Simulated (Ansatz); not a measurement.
N vacancy in AlN

Level of theory: DFT PBE, scalar-relativistic, plane waves, PAW (Ansatz). (420 eV cutoff, 4×4×4 k-mesh, Gaussian smearing of 0.01 eV, collinear spin in charge 0, +2 alone)

Host crystal, relaxed:

```cif
data_structure
_symmetry_space_group_name_H-M 'P 1'
_symmetry_Int_Tables_number 1
_cell_length_a 3.1135
_cell_length_b 3.1135
_cell_length_c 3.1135
_cell_angle_alpha 60.000
_cell_angle_beta 60.000
_cell_angle_gamma 60.000
_cell_volume 21.34
loop_
_atom_site_label
_atom_site_type_symbol
_atom_site_fract_x
_atom_site_fract_y
_atom_site_fract_z
_atom_site_occupancy
Al1 Al 0.00000 0.00000 0.00000 1
N1 N 0.75000 0.75000 0.75000 1
```

Supercell of 16 atoms, rows in host cell vectors: 0 -2 2; 0 0 2; -2 0 2. Atoms relax at the host's cell, keeping the symmetry that the supercell leaves at the site. The cell is small, so energies carry finite-size errors of tenths of an eV. The host's Kohn–Sham gap is 3.31 eV.

Starting moments were lost in some runs.

Defect: N vacancy at (0.750, 0.750, 0.750) of the host cell, charge 0.

Q: Give the relaxed supercell.

A:
```xyz
15
Lattice="0.0000 4.4032 -4.4032 4.4032 4.4032 0.0000 4.4032 0.0000 -4.4032" Properties=species:S:1:pos:R:3 pbc="T T T"
Al    2.1915    0.0101   -2.1915
Al    4.4078    2.1970   -2.1970
Al    2.1970    2.1970   -4.4078
Al    4.4078    4.4078   -4.4078
Al    4.4133    0.0101   -4.4133
Al    6.5947    2.1915   -4.4133
Al    4.4133    2.1915   -6.5947
Al    6.6002    4.4078   -6.6002
N     3.3024    3.3024   -1.1059
N     1.1059    3.3024   -3.3024
N     3.3024    5.4988   -3.3024
N     3.3024    1.1059   -3.3024
N     5.4988    3.3024   -3.3024
N     3.3024    3.3024   -5.4988
N     5.5040    5.5040   -5.5040
```
Around the defect: 4 Al at 1.89 Å. The run ended with a moment of 0.03 μB, which may not be the ground spin state.

This zinc-blende form isn't the usual stable structure of the compound.